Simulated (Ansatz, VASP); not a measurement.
# GaN in two plane-wave programs, part 2 of 2

Wanted: the spread between two codes on one cell, functional and k mesh. The cell is taken from a series of VASP runs on this material, whose earlier steps may have relaxed, scaled or displaced it; both programs get it as it stands.

VASP 6.6.1 and Ansatz 0.2.0.

So far. Step 4 (Side by side): The walks stopped with 0.01 GPa left in Ansatz and 0.03 GPa in VASP; each walk ends within a tolerance, so the volume difference is uncertain by about these residues over the bulk modulus, most in soft cells.

## 5. Ansatz: relaxation of cell and atoms, HSE06

Level of this step: Ansatz beside VASP: Kohn-Sham DFT, plane waves, HSE06 (Ansatz).

The relaxed volume is the usual yardstick between codes: its relative difference is about their pressure difference at one cell divided by the bulk modulus. The cell compared in this pair holds 45.46 Å³, against 45.40 Å³ for the pair before.

The cell is taken from a series of VASP runs on this material, whose earlier steps may have relaxed, scaled or displaced it; both programs get it as it stands.

The input, input.yaml:

```yaml
crystal:
  lattice:
    - [3.1840870852, 0.0, 0.0]
    - [-1.5920435426, 2.7575003036, 0.0]
    - [0.0, 0.0, 5.1771045328]
  atoms:
    - { symbol: Ga, position: [0.3333333333, 0.6666666667, 0.0913696755] }
    - { symbol: Ga, position: [0.6666666667, 0.3333333333, 0.5913696755] }
    - { symbol: "N", position: [0.3333333333, 0.6666666667, 0.4686303245] }
    - { symbol: "N", position: [0.6666666667, 0.3333333333, 0.9686303245] }
hamiltonian:
  xc: { exchange: pbe, correlation: pbe, exx: { coeff: 0.25, omega: 0.2 } }
  pseudopotentials: { kind: paw }
kpoints:
  mp_grid: { grid: [5, 5, 3] }
scf:
  occupations: { method: gaussian, width: 0.03 }
relax:
  f_tol: 0.01
  max_steps: 60
  cell: { stress_tol: 0.05 }
output:
  forces: true
  stress: true
```

Command:

```bash
ansatz run input.yaml --threads 4 --pin off --max-ram 9216MiB --backend cpu --events-out ev --progress --plain --runs-dir out
```

Numbers of over 12 decimals in the logs are rounded to 6 here.

The log of the run:

```text
[...]
Crystal: 4 atoms, lattice volume = 45.456 Å³
Basis set: ecut = 420 eV, 893 PW (Γ), exchange–correlation on 48×48×72 points (8 copies of the dense FFT grid, shifted against one another)
Bands: 22, of which v1, the nominal top of the filled ones, is band 18 counted from 1 (17 counted from 0)
Symmetry: 12 space group operations
[...]
k-points: 10 of 75 (time reversal used)
[...]
--- Relaxed structure (2 steps of the walk, 2 accepted, 1 SCFs on fresh bases) ---
[...]
cell:  # Å, volume = 45.4636 Å³
    - [3.184736, 0.0, 0]
    - [-1.592368, 2.758062, 0]
    - [0, 0, 5.175912]
  atoms:
    - { symbol: Ga, position: [0.333333, 0.666667, 0.091332] }
    - { symbol: Ga, position: [0.666667, 0.333333, 0.591332] }
    - { symbol: N, position: [0.333333, 0.666667, 0.468668] }
    - { symbol: N, position: [0.666667, 0.333333, 0.968668] }
[key lines of the parts left out:]
Free energy (F): -8336.815265 eV
Fermi energy:    10.542944 eV
P = ⅓ Tr σ = 0.0233 GPa (0.233 kbar)
```

It took 14 s on 4 threads of Intel Xeon 6975P-C (Granite Rapids), shared host; peak memory 0.87 GiB.

## 6. VASP: relaxation of cell and atoms, HSE06

The same cell, functional, mesh and smearing now go to VASP, with its own data sets and cutoff.

The run reads the wave functions of an earlier VASP run, which isn't shown here.

The input, INCAR:

```
SYSTEM = GaN
PREC = Accurate
ENCUT = 520
EDIFF = 1E-06
NELM = 100
ISMEAR = 0
SIGMA = 0.03
LREAL = .FALSE.
ALGO = Normal
LHFCALC = .TRUE.
AEXX = 0.25
GGA = PE
HFSCREEN = 0.2
LASPH = .TRUE.
NBANDS = 24
PRECFOCK = Fast
LORBIT = 11
LWAVE = .FALSE.
LCHARG = .FALSE.
KPAR = 8
IBRION = 2
NSW = 50
ISIF = 3
EDIFFG = -0.006
```

The input, POSCAR:

```
GaN
1.0
    3.1840870852      0.0000000000      0.0000000000
   -1.5920435426      2.7575003036      0.0000000000
    0.0000000000      0.0000000000      5.1771045328
Ga N
2 2
Direct
    0.3333333333      0.6666666667      0.0913696755
    0.6666666667      0.3333333333      0.5913696755
    0.3333333333      0.6666666667      0.4686303245
    0.6666666667      0.3333333333      0.9686303245
```

The input, KPOINTS:

```
Automatic mesh
0
Gamma
5 5 3
0 0 0
```

The projector-augmented-wave data sets are Ga_d and N (PBE family, release 64).

Command:

```bash
mpirun -np 8 vasp_std
```

The log of the run:

```text
[banner, memory and clock lines left out]
running    8 mpi-ranks, on    1 nodes
[...]
[... a notice as in an earlier step ...]

 LDA part: xc-table for (Slater+PW92), standard interpolation
 found WAVECAR, reading the header
 POSCAR, INCAR and KPOINTS ok, starting setup
[...]
reading WAVECAR
 the WAVECAR file was read successfully
 initial charge from wavefunction
 entering main loop
       N       E                     dE             d eps       ncg     rms          rms(c)
DAV:   1    -0.296021042031E+02   -0.29602E+02   -0.13999E+00   608   0.328E+01    0.113E+00
DAV:   2    -0.295805406706E+02    0.21564E-01   -0.21008E-01   664   0.729E+00    0.652E-01
DAV:   3    -0.295723061015E+02    0.82346E-02   -0.38938E-02   728   0.258E+00    0.392E-01
DAV:   4    -0.295722990602E+02    0.70413E-05   -0.50361E-03   816   0.928E-01    0.242E-01
[...]
DAV:   9    -0.295719163544E+02    0.31170E-05   -0.26935E-06   480   0.151E-02    0.118E-02
DAV:  10    -0.295719153305E+02    0.10239E-05   -0.85346E-07   304   0.739E-03    0.708E-03
DAV:  11    -0.295719149891E+02    0.34136E-06   -0.22876E-07   312   0.468E-03
   1 F= -.29571915E+02 E0= -.29571915E+02  d E =-.295719E+02
[...]
reached required accuracy - stopping structural energy minimisation
```

Parts of OUTCAR (step 6):

```text
  Total        0.0009821      0.0009821     -0.0154055      0.0000000      0.0000000      0.0000000
  in kB        0.0346177      0.0346177     -0.5429999      0.0000000      0.0000000      0.0000000
  external PRESSURE =      -0.1579215 kB  Pullay stress =       0.0000000 kB

 POSITION                                       TOTAL-FORCE (eV/Angst)
 -----------------------------------------------------------------------------------
     -0.00000      1.83833      0.47303         0.000000     -0.000000      0.001925
      1.59204      0.91917      3.06158        -0.000000      0.000000      0.001925
     -0.00000      1.83833      2.42615         0.000000     -0.000000     -0.001925
      1.59204      0.91917      5.01470        -0.000000     -0.000000     -0.001925
 -----------------------------------------------------------------------------------
    total drift:                               -0.000001     -0.000001      0.000403

  FREE ENERGIE OF THE ION-ELECTRON SYSTEM (eV)
  ---------------------------------------------------
  free  energy   TOTEN  =       -29.5719149891 eV

  energy  without entropy=      -29.5719149891  energy(sigma->0) =      -29.57191499

[... 1 part as in an earlier step ...]

[... 3 further parts left out ...]
[key lines of the parts left out:]
E-fermi :   4.6605
```

## 7. Differences

What differs besides the data sets and the points named for the pairs above, as far as they apply: exact exchange at q = 0 is treated differently, which shows on coarse meshes; VASP keeps PBE cores, Ansatz makes them for the functional; VASP takes a coarser grid for exact exchange (PRECFOCK = Fast). Total energies have different zeros and are not compared.

Compared:

```csv
quantity,Ansatz,VASP,difference
volume (Å³),45.46,45.46,+0.02 %
"edge a after relaxation, in the typed setting (Å)",3.185,3.184,+0.02 %
"edge c after relaxation, in the typed setting (Å)",5.176,5.177,-0.02 %
```

The walks stopped with 0.02 GPa left in Ansatz and -0.02 GPa in VASP; each walk ends within a tolerance, so the volume difference is uncertain by about these residues over the bulk modulus, most in soft cells.

## 8. Outcome

```
difference in volume (relaxation of cell and atoms, PBEsol)                                       : 0.18 %
difference in edge c after relaxation, in the typed setting (relaxation of cell and atoms, HSE06) : -0.023 %
```

What this shows: The difference in volume is 0.18 % (relaxation of cell and atoms, PBEsol), within the 1.2 % picked in this series as the mark of a large difference, as far as the stopping tolerances let one tell. How closely two codes agree says nothing of how well the functional describes the real material.

[Lines on the potential files, build, host, timing and source positions are cut from VASP's logs without a mark.]

[Logs are printed without paths, hosts, clocks, repeated set-up lines and the standing remarks that a program may print on its own settings, such as how far it seeks lower states.]

[Hosts, paths, dates, database ids (printed as entryN), source tags and the programs' standing remarks are cut or masked in the printed files.]
